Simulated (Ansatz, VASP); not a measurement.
## Ga: VASP beside Ansatz

```
Ga
1.0
     2.65038    0.00000    0.00000
    -1.32519    2.29529    0.00000
     0.00000    0.00000    2.55202
Ga
1
Cartesian
  0.0000 0.0000 0.0000
```

Alike in both runs: functional PBE; k mesh 16 × 16 × 15; occupations fermi-dirac, width 0.08 eV; no spin polarisation.

Ansatz relaxed the structure, and its values are those at the end. VASP's run is a single point on that final structure, the one shown.

```csv
,VASP,Ansatz
version,VASP 6.6.1,Ansatz 0.2.0
potentials or method,"VASP PAW PBE potentials, release 64 (Ga_d), cutoff 520 eV","all-electron LAPW, scalar-relativistic"
```

VASP gave:

| Property | Result |
| --- | --- |
| pressure (GPa) | 19.1 |

Estimate Ansatz's values.

pressure (GPa): 19.0.

Ansatz ran all-electron here, so the differences hold the error of VASP's frozen core and of both bases.

Caveats: so large a pressure means that the cell lies far from this level's equilibrium, or that cutoff or potentials fall short (VASP).
